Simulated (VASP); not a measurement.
# Cs: convergence, self-consistent run

Cs, Im-3m (no. 229), 1 atom in the cell. RPBE; PAW potentials Cs_sv (PBE set). VASP 6.6.1.

Wanted: energy within 0.2 meV/atom; Fermi level within 0.005 eV.

What the run is for: comparing ways to start; Accuracy asked: tight.

POSCAR:
```
Cs
1.0
   -3.1284650614      3.1284650614      3.1284650614
    3.1284650614     -3.1284650614      3.1284650614
    3.1284650614      3.1284650614     -3.1284650614
Cs
1
Direct
    0.0000000000      0.0000000000      0.0000000000
```

## How the run starts (with a second run first, the time holds both)

| How the run starts (with a second run first, the time holds both) | Energy less reference (meV/atom) | Fermi level (eV) | Time (s) |
|---|---|---|---|
| from scratch: 10 SCF iterations | 0.00 | 0.4581 | 15 |
| density of a coarse mesh (ICHARG 1): 10 + 8 SCF iterations | 0.00 | 0.4583 | 17 |
| orbitals of a lower cutoff (ISTART 1): 11 + 5 SCF iterations | 0.00 | 0.4583 | 18 |
| orbitals of a loose run: 8 + 2 SCF iterations | 0.00 | 0.4584 | 12 |

Chosen: from scratch: 10 SCF iterations; no other choice that stays within half of the tolerance saves 30 % of the time.

The chosen settings are those of the reference run.

## The input

INCAR:
```
ALGO     = Normal         # electronic algorithm
EDIFF    = 1E-6           # SCF threshold, eV
ENCUT    = 400            # plane-wave cutoff, eV
GGA      = RP             # functional
GGA_COMPAT= F            
ISIF     = 2              # what is computed and relaxed
ISMEAR   = 1              # smearing method
LASPH    = T              # aspherical terms in the spheres
LCHARG   = F              # write CHGCAR
LREAL    = F              # projectors in reciprocal space
LWAVE    = F              # write WAVECAR
NELM     = 120            # most SCF steps
PREC     = Accurate       # precision mode
SIGMA    = 0.1            # smearing width, eV
```

KPOINTS:
```
k-points
0
Gamma
  8 8 8
```

Commands:
```
cat potpaw_PBE.64/Cs_sv/POTCAR > POTCAR
mpirun -np 1 vasp_std > vasp.out
```

The chosen input took VASP 6.6.1 15 s on 1 core (Intel Xeon Platinum 8375C @ 2.90GHz (Ice Lake)), a shared host.

## An input that fails: restart asked without its files

VASP's message: ERROR: charge density could not be read from file CHGCAR for ICHARG>10.

Changes against the starting input:
```
- NELM = 120
+ NELM = 60
+ ICHARG = 11
```
